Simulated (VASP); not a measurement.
Here is a VASP 6.6.1 calculation.

INCAR

```
SYSTEM = Ru
ALGO     = Fast           ! electronic algorithm
DIPOL    = 0.5 0.5 0.497
EDIFF    = 1E-7           ! SCF threshold, eV
ENCUT    = 520            ! plane-wave cutoff, eV
GGA      = PE             ! functional
IDIPOL   = 3            
ISIF     = 2              ! what is computed and relaxed
ISMEAR   = 0              ! smearing method
IVDW     = 12             ! dispersion correction
LASPH    = .True.         ! aspherical terms in the spheres
LCHARG   = .True.         ! write CHGCAR
LDIPOL   = .True.       
LELF     = .True.         ! ELF
LREAL    = .False.        ! projectors in reciprocal space
LVACPOTAV= .True.       
LVHAR    = .True.       
LWAVE    = .False.        ! write WAVECAR
NBANDS   = 96             ! bands
NELM     = 100            ! most SCF steps
PREC     = Accurate       ! precision mode
SIGMA    = 0.1            ! smearing width, eV
```

The input KPOINTS:

```
k-points
0
Gamma
  6 6 1
  0 0 0
```

POSCAR

```
Ru
1.0
    5.3951895537      0.0000000000      0.0000000000
   -2.6975947768      4.6723712117      0.0000000000
    0.0000000000      0.0000000000     21.2658179912
Ru
12
Direct
    0.1666666667      0.3333333333      0.3997024711
    0.1666666667      0.8333333333      0.3997024711
    0.6666666667      0.3333333333      0.3997024711
    0.6666666667      0.8333333333      0.3997024711
    0.3333333333      0.1666666667      0.4970798824
    0.3333333333      0.6666666667      0.4970798824
    0.8333333333      0.1666666667      0.4970798824
    0.8333333333      0.6666666667      0.4970798824
    0.1666666667      0.3333333333      0.5944574568
    0.1666666667      0.8333333333      0.5944574568
    0.6666666667      0.3333333333      0.5944574568
    0.6666666667      0.8333333333      0.5944574568
```

Potentials or basis: VASP PAW PBE potentials, release 64 (Ru_pv).

The run is started by

```bash
$ cat potpaw_PBE.64/Ru_pv/POTCAR > POTCAR
$ mpirun -np 1 vasp_std > vasp.out
```

(1) Estimate the work function of the upper face.

(2) Predict the largest force.

Results:

(1) 4.95 eV.

(2) 0.014 eV/Å.
